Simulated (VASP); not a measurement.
MgO: relaxation of cell and atoms with PBEsol

Crystal: MgO.

```
Mg O
1.0
     3.24058    0.00000    0.00000
    -1.62029    2.80642    0.00000
     0.00000    0.00000    5.19172
Mg O
2 2
Direct
  0.33333 0.66667 0.50000
  0.66667 0.33333 0.00000
  0.66667 0.33333 0.37901
  0.33333 0.66667 0.87901
```

The cell was built by a generator and needn't be a form met in nature.

| Quantity | Value |
| --- | --- |
| Program | VASP 6.6.1 |
| Task | relaxation of cell and atoms |
| Functional | PBEsol |
| Potentials or basis | VASP PAW PBE potentials, release 64 (Mg, O) |
| Cutoff | 600 eV |
| k mesh | 9 × 9 × 5 |
| Occupations | gaussian, width 0.03 eV |
| Spin | no spin polarisation |
| Further INCAR settings | ALGO = Normal; EDIFF = 1e-06; IBRION = 2; EDIFFG = -0.01; NSW = 90; ISIF = 3 |

| Property | Result |
| --- | --- |
| Relaxed volume | 11.82 Å³/atom |
| Relaxed cell | a = 3.299 Å, b = 3.299 Å, c = 5.017 Å, α = 90.00°, β = 90.00°, γ = 120.00° |
| Space group after relaxing (to 0.05 Å) | P6_3mc (No. 186) |
| Energy gained by relaxing | 4.9 meV/atom |
| Ionic steps | 10 |
| Pressure after relaxing | -0.1 GPa |
| Band gap on the k mesh | 3.38 eV, direct |

Stress tensor (GPa, compression positive):
```
-0.05  0.00  0.00
 0.00 -0.05  0.00
 0.00  0.00 -0.12
```

The path:
```
step  energy change (eV)  largest force (eV/Å)  pressure (GPa)  volume (Å³)
   1              0.0000                0.1673            0.85        47.22
   2             -0.0065                0.0809           -0.30        47.64
   3             -0.0079                0.0361           -0.94        47.89
   4             -0.0133                0.0429           -0.46        47.67
   5             -0.0180                0.0742            0.43        47.21
   6             -0.0180                0.0789            0.54        47.16
   7             -0.0195                0.0143           -0.17        47.33
   8             -0.0195                0.0062           -0.05        47.31
   9             -0.0195                0.0080           -0.07        47.31
  10             -0.0196                0.0013           -0.07        47.30
```

Final structure:
```
CELL_PARAMETERS angstrom
3.29924 0.00000 0.00000
-1.64962 2.85722 0.00000
0.00000 0.00000 5.01730
ATOMIC_POSITIONS crystal
Mg 0.33333 0.66667 0.49100
Mg 0.66667 0.33333 0.99100
O 0.66667 0.33333 0.38801
O 0.33333 0.66667 0.88801
```

Levels at points of the mesh, in eV from the valence-band top:
```
           k point  band 6  band 7  band 8  band 9  band 10  band 11
(0.00, 0.00, 0.00)   -0.40   -0.40    0.00    3.38     8.41    10.18
```

It took 48 s on 4 MPI ranks on Intel(R) Xeon(R) Platinum 8488C (Sapphire Rapids) (shared host), peak memory 0.18 GiB a rank.

Caveat: the PAW data sets were made with another functional, which shifts forces and pressure a little. Expect the measured gap to be larger: semilocal functionals such as PBEsol lack the derivative discontinuity.
